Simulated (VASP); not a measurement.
The system is GaAs.

```xyz
2
Lattice="0.0000 2.8314 2.8314 2.8314 0.0000 2.8314 2.8314 2.8314 0.0000" Properties=species:S:1:pos:R:3 pbc="T T T"
Ga    0.0000    0.0000    0.0000
As    1.4157    1.4157    1.4157
```

Program: VASP 6.6.1. Alike in all runs: task band structure; no spin polarisation; cell as given; k mesh 10 × 10 × 10; cutoff (eV) 520; smearing gaussian 0.03 eV.

Problem. Order these runs on this cell by their band gap on the k mesh, lowest first.
A. level TB-mBJ; potentials or basis VASP PAW PBE potentials, release 64 (Ga_d, As)
B. level LDA; potentials or basis VASP PAW LDA potentials, release 64 (Ga_d, As)
C. level r2SCAN; potentials or basis VASP PAW PBE potentials, release 64 (Ga_d, As)

Solution. B (0.30 eV), C (0.96 eV), A (1.55 eV).

Runs at the PBE level aren't shown here.
